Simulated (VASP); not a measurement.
# ZnO (zincite) (P6_3mc) in VASP: notebook, part 2 of 2

VASP 6.6.1.

### 3 Single point, PBEsol ((1 0 0) slab cut from the bulk)

INCAR reads:

```
SYSTEM = ZnO
ALGO = Fast
DIPOL = 0.5 0.5 0.500
EDIFF = 1E-7
ENCUT = 520
GGA = PS
IDIPOL = 3
ISIF = 2
ISMEAR = 0
LASPH = .True.
LCHARG = .True.
LDIPOL = .True.
LELF = .True.
LREAL = .False.
LVACPOTAV = .True.
LVHAR = .True.
LWAVE = .False.
NBANDS = 46
NELM = 100
PREC = Accurate
SIGMA = 0.05
```

KPOINTS reads:

```
k-points
0
Gamma
  8 5 1
  0 0 0
```

POSCAR reads:

```
ZnO
1.0
    3.2300572021      0.0000000000      0.0000000000
    0.0000000000      5.2141142731      0.0000000000
    0.0000000000      0.0000000000     18.7297487903
Zn O
4 4
Direct
    0.0000000000      0.4999673600      0.4004324929
    0.5000000000      0.9999673600      0.4502162465
    0.5000000000      0.4999673600      0.5497837535
    0.0000000000      0.9999673600      0.5995675071
    0.0000000000      0.1210226400      0.4004324929
    0.5000000000      0.6210226400      0.4502162465
    0.5000000000      0.1210226400      0.5497837535
    0.0000000000      0.6210226400      0.5995675071
```

Potentials or basis: VASP PAW PBE potentials, release 64 (Zn, O).

Run with:

```console
> cat potpaw_PBE.64/Zn/POTCAR potpaw_PBE.64/O/POTCAR > POTCAR
> mpirun -np 1 vasp_std > vasp.out
```

OUTCAR:

```text
SYSTEM = ZnO
   EDIFF = 1E-7
   ENCUT = 520
   GGA = PS
   ISIF = 2
   ISMEAR = 0
   LASPH = .True.
   LREAL = .False.
   NELM = 100
   PREC = Accurate

 ion  position               nearest neighbor table
   1  0.000  0.500  0.400-   6 1.97   6 1.97   5 1.98
   2  0.500  1.000  0.450-   7 1.97   5 1.97   5 1.97   6 1.98
   3  0.500  0.500  0.550-   6 1.97   8 1.97   8 1.97   7 1.98
   4  0.000  1.000  0.600-   7 1.97   7 1.97   8 1.98
   5  0.000  0.121  0.400-   2 1.97   2 1.97   1 1.98
   6  0.500  0.621  0.450-   3 1.97   1 1.97   1 1.97   2 1.98
[... 945 lines left out ...]
  in kB      -10.9671664    -25.2698093     -7.8225966      0.0000000      0.0000000      0.0000000
  external PRESSURE =     -14.6865241 kB  Pullay stress =       0.0000000 kB

 VOLUME and BASIS-vectors are now :
 -----------------------------------------------------------------------------
  energy-cutoff  :      520.00
  volume of cell :      315.44
      direct lattice vectors                 reciprocal lattice vectors
     3.230057202  0.000000000  0.000000000     0.309592040  0.000000000  0.000000000
     0.000000000  5.214114273  0.000000000     0.000000000  0.191787128  0.000000000
     0.000000000  0.000000000 18.729748790     0.000000000  0.000000000  0.053390999

 POSITION                                       TOTAL-FORCE (eV/Angst)
 -----------------------------------------------------------------------------------
      0.00000      2.60689      7.50000         0.000000     -1.257750      1.246001
      1.61503      5.21394      8.43244         0.000000      0.499919     -0.978200
      1.61503      2.60689     10.29731         0.000000      0.499919      0.978200
      0.00000      5.21394     11.22975         0.000000     -1.257750     -1.246001
      0.00000      0.63103      7.50000         0.000000      0.663800      0.249879
      1.61503      3.23808      8.43244         0.000000      0.094031     -1.243269
      1.61503      0.63103     10.29731         0.000000      0.094031      1.243269
      0.00000      3.23808     11.22975         0.000000      0.663800     -0.249879
 -----------------------------------------------------------------------------------
    total drift:                                0.000000      0.002723     -0.000028

  FREE ENERGIE OF THE ION-ELECTRON SYSTEM (eV)
  ---------------------------------------------------
  free  energy   TOTEN  =       -36.0447301075 eV

  energy  without entropy=      -36.0447301075  energy(sigma->0) =      -36.04473011

 vacuum level on the upper side and lower side of the slab         1.916         1.916
```

OSZICAR:

```text
N       E                     dE             d eps       ncg     rms          rms(c)
DAV:   1     0.643796138269E+03    0.64380E+03   -0.32612E+04  1380   0.153E+03
DAV:   2     0.802919241129E+02   -0.56350E+03   -0.53553E+03  1542   0.374E+02
DAV:   3    -0.370240482659E+02   -0.11732E+03   -0.11570E+03  1648   0.170E+02
[... 19 lines left out ...]
RMM:  23    -0.360447264287E+02   -0.55281E-05   -0.50672E-07  1254   0.194E-03    0.425E-04
RMM:  24    -0.360447295824E+02   -0.31537E-05   -0.27468E-07  1228   0.151E-03    0.241E-04
RMM:  25    -0.360447299245E+02   -0.34216E-06   -0.37912E-08  1024   0.691E-04    0.140E-04
RMM:  26    -0.360447300621E+02   -0.13761E-06   -0.14321E-08   711   0.372E-04    0.114E-04
RMM:  27    -0.360447301075E+02   -0.45316E-07   -0.66949E-09   669   0.335E-04
   1 F= -.36044730E+02 E0= -.36044730E+02  d E =-.314451E-14
```

stdout:

```text
POSCAR found type information on POSCAR ZnO
 POSCAR found :  2 types and       8 ions
 scaLAPACK will be used
 -----------------------------------------------------------------------------
|                                                                             |
[... 23 lines left out ...]
|     field-free region was found. Please increase the size of  your cell     |
|     in the dimension of the dipole correction to obtain accurate            |
|     workfunction values.                                                    |
|                                                                             |
 -----------------------------------------------------------------------------
```

It took 4.5 min on 1 thread of Intel Xeon 6975P-C (Granite Rapids), shared host; peak memory 0.43 GiB.

Results:

| Item | Value |
| --- | --- |
| Free energy | -36.0447 eV |
| Largest force | 1.770 eV/Å |
| Band gap on the k mesh | 0.57 eV, direct |
| Ionisation potential of the upper face | 5.10 eV |

Forces on the atoms (eV/Å):
```
Zn   0.000 -1.258  1.246
Zn   0.000  0.500 -0.978
Zn   0.000  0.500  0.978
Zn   0.000 -1.258 -1.246
O    0.000  0.664  0.250
O    0.000  0.094 -1.243
O    0.000  0.094  1.243
O    0.000  0.664 -0.250
```

Levels at points of the mesh, in eV from the valence-band top:
| k point | band 32 | band 33 | band 34 | band 35 | band 36 | band 37 | band 38 | band 39 | band 40 | band 41 |
| --- | --- | --- | --- | --- | --- | --- | --- | --- | --- | --- |
| (0.00, 0.00, 0.00) | -0.90 | -0.85 | -0.47 | -0.33 | 0.00 | 0.57 | 1.88 | 4.19 | 5.16 | 5.17 |
| (0.50, 0.00, 0.00) | -2.15 | -1.68 | -1.29 | -0.80 | -0.80 | 3.36 | 3.60 | 5.52 | 6.17 | 6.82 |

Caveat: the PAW data sets were made with another functional, which shifts forces and pressure a little.

### 4 Single point, PBEsol ((1 0 0) slab, atoms relaxed)

INCAR reads:

```
SYSTEM = ZnO
PREC     = Accurate       ! precision mode
ENCUT    = 520            ! plane-wave cutoff, eV
EDIFF    = 1E-7           ! SCF threshold, eV
ISMEAR   = 0              ! smearing method
SIGMA    = 0.05           ! smearing width, eV
LREAL    = .False.        ! projectors in reciprocal space
LASPH    = .True.         ! aspherical terms in the spheres
NELM     = 100            ! most SCF steps
ALGO     = Fast           ! electronic algorithm
ISIF     = 2              ! what is computed and relaxed
LWAVE    = .False.        ! write WAVECAR
LCHARG   = .False.        ! write CHGCAR
LDIPOL   = .True.       
IDIPOL   = 3            
DIPOL    = 0.5 0.5 0.500
GGA      = PS             ! functional
NBANDS   = 46             ! bands
```

KPOINTS reads:

```
Automatic mesh
0
Gamma
  8 5 1
  0 0 0
```

POSCAR reads:

```
ZnO
1.0
    3.2300572021      0.0000000000      0.0000000000
    0.0000000000      5.2141142731      0.0000000000
    0.0000000000      0.0000000000     18.7297487903
Zn O
4 4
Direct
    0.0000000000      0.4726670147      0.4258372392
    0.5000000000      1.0023606003      0.4359840039
    0.5000000000      0.5023602146      0.5640159595
    0.0000000000      0.9726664364      0.5741627516
    0.0000000000      0.1321544508      0.3983547009
    0.5000000000      0.6347989060      0.4541525059
    0.5000000000      0.1347984743      0.5458475355
    0.0000000000      0.6321539029      0.6016453035
```

Run with:

```console
> cat potpaw_PBE.64/Zn/POTCAR potpaw_PBE.64/O/POTCAR > POTCAR
> mpirun -np 1 vasp_std > vasp.out
```

Run time: 4.6 min. Hardware: 1 thread of Intel Xeon 6975P-C (Granite Rapids), shared host; peak memory 0.42 GiB.

The run converged. Its results:

- Free energy: -36.8547 eV
- Largest force: 0.091 eV/Å
- Band gap on the k mesh: 1.28 eV, direct

Forces on the atoms (eV/Å):
```
Zn   0.000  0.030 -0.034
Zn   0.000 -0.017  0.012
Zn   0.000 -0.017 -0.012
Zn   0.000  0.030  0.034
O    0.000 -0.042 -0.080
O    0.000  0.029  0.043
O    0.000  0.029 -0.043
O    0.000 -0.042  0.080
```

Levels at points of the mesh, in eV from the valence-band top:
| k point | band 34 | band 35 | band 36 | band 37 | band 38 | band 39 |
| --- | --- | --- | --- | --- | --- | --- |
| (0.00, 0.00, 0.00) | -0.30 | -0.30 | 0.00 | 1.28 | 3.04 | 5.07 |
| (0.50, 0.00, 0.00) | -1.17 | -1.09 | -1.03 | 5.07 | 5.40 | 5.68 |

Caveat: the PAW data sets were made with another functional, which shifts forces and pressure a little.

### 5 The runs side by side

| cell | k mesh | smearing | dipole correction | further INCAR settings | gap on the mesh (eV) | largest force (eV/Å) |
| --- | --- | --- | --- | --- | --- | --- |
| as given | 9 × 9 × 6 | gaussian 0.02 eV | no | ALGO = Fast; EDIFF = 1e-07; NBANDS = 26 | 0.69 | - |
| (1 0 0) slab cut from the bulk | 8 × 5 × 1 | gaussian 0.05 eV | yes | ALGO = Fast; EDIFF = 1e-07; NBANDS = 46 | 0.57 | 1.77 |
| (1 0 0) slab, atoms relaxed | 8 × 5 × 1 | gaussian 0.05 eV | yes | ALGO = Fast; EDIFF = 1e-07; NBANDS = 46 | 1.28 | 0.09 |

Alike in all rows: task single point; level PBEsol; potentials or basis VASP PAW PBE potentials, release 64 (Zn, O); no spin polarisation; cutoff (eV) 520.

Caveats: the PAW data sets were made with another functional, which shifts forces and pressure a little.

Total energies depend on the potentials used, so only differences within one code and one set of settings carry meaning.

### 6 How close it comes

Step 2. Measured gap of ZnO: 3.37 eV (quoted in “Electronic structure of alkaline earth and post-transition metal oxides”, 2009, arxiv:0908.1581). This calculation gives 0.69 eV (-2.68 eV). So large a miss can be the level of theory's own, or it may mean another phase, state or a wrong row. The value is that of PBEsol, without temperature or zero-point motion. Semilocal functionals fall short of measured gaps as a rule.
